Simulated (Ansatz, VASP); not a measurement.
## Two plane-wave programs on CdTe

File INCAR:

```
PREC = Accurate
ENCUT = 520
EDIFF = 1E-6
ISMEAR = 0
SIGMA = 0.05
LREAL = False
LASPH = True
NELM = 60
ALGO = Normal
ISIF = 2
LWAVE = False
LCHARG = False
GGA = PS
NBANDS = 16
```

File KPOINTS:

```
Automatic mesh
0
Gamma
  8 8 8
```

The input POSCAR:

```
CdTe
1.0
    0.0000000000      3.0013211625      3.2446715270
    3.2446715270      0.0000000000      3.2446715270
    3.2446715270      3.0013211625      0.0000000000
Cd Te
1 1
Direct
    0.0000000000      0.0000000000      0.0000000000
    0.7500000000      0.7500000000      0.7500000000
```

Input for Ansatz:

```yaml
crystal:
  lattice:
    - [0.0, 3.0013211625, 3.244671527]
    - [3.244671527, 0.0, 3.244671527]
    - [3.244671527, 3.0013211625, 0.0]
  atoms:
    - { symbol: Cd, position: [0.0, 0.0, 0.0] }
    - { symbol: Te, position: [0.75, 0.75, 0.75] }
basis:
  ecutwfc: 420
kpoints:
  mp_grid: { grid: [8, 8, 8] }
hamiltonian:
  xc: pbesol
scf:
  occupations: { method: gaussian, width: 0.05 }
output:
  forces: true
  stress: true
  eigenvalues: true
  write_density: true
  write_potential: true
  elf: true
  volumetric_format: npy
```

Change from the starting cell: strain -0.0750 x Voigt [0, 1, 0, 0, 0, 0], atoms carried along.

Alike in both runs: task single point; functional PBEsol; k mesh 8 × 8 × 8; occupations gaussian, width 0.05 eV; no spin polarisation.

```csv
,VASP,Ansatz
version,VASP 6.6.1,Ansatz 0.2.0
potentials or method,"VASP PAW PBE potentials, release 64 (Cd, Te)","scalar-relativistic, plane waves, PAW"
plane-wave cutoff (eV),520,420
valence electrons in the cell,18,36
```

|  | VASP | Ansatz | Ansatz less VASP |
| --- | --- | --- | --- |
| gap on the k mesh at the Fermi level (eV) | 0.72 | 0.71 | -0.006 |
| least direct gap on the mesh (eV) | 0.72 | 0.71 | -0.006 |
| pressure (GPa) | 4.0 | 3.7 | -0.22 |
| largest component of the traceless stress (GPa) | 0.56 | 0.57 | +0.008 |

The functional is the same, so the differences come from potentials, cutoffs and numerics. The two sets of potentials don't hold the same shells in valence.

Caveats: the PAW data sets were made with another functional, which shifts forces and pressure a little (VASP); spin-orbit coupling is left out, which moves the levels of the heavy elements.
